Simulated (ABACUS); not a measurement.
Crystal: GaN.

```
Ga N
1.0
     0.00000    2.25350    2.25350
     2.25350    0.00000    2.25350
     2.25350    2.25350    0.00000
Ga N
1 1
Direct
  0.00000 0.00000 0.00000
  0.25000 0.25000 0.25000
```

The cell is a database's computed one.

```yaml
Program: ABACUS 3.10.1
Task: single point
Functional: PBE
Potentials_or_basis: PseudoDojo NC SR 0.4.1 PBE standard
Cutoff: 1143 eV
Density_cutoff: 4572 eV
Basis: plane waves
k_mesh: 10 × 10 × 10
Occupations: fermi-dirac, width 0.05 eV
Spin: no spin polarisation
```

On this cell: pressure 5.2 GPa; largest force zero by symmetry; band gap on the k mesh 1.76 eV, direct.

The same run follows on a disturbed copy (atoms moved at random, drawn with an rms of 0.05 Å):

```
CELL_PARAMETERS angstrom
0.00000 2.25350 2.25350
2.25350 0.00000 2.25350
2.25350 2.25350 0.00000
ATOMIC_POSITIONS crystal
Ga 0.00643 0.99831 0.99469
N 0.24250 0.24820 0.25662
```

Q: What changes?

A: The energy moves by +5.3 meV/atom; pressure 5.4 GPa; largest force 0.509 eV/Å; band gap on the k mesh 1.68 eV, direct.

Forces in eV/Å, atoms in the order of the input:
```
Ga   0.327 -0.010 -0.390
N   -0.327  0.010  0.390
```

Stress tensor (GPa, compression positive):
```
 5.35  1.91  0.05
 1.91  5.45 -1.60
 0.05 -1.60  5.31
```

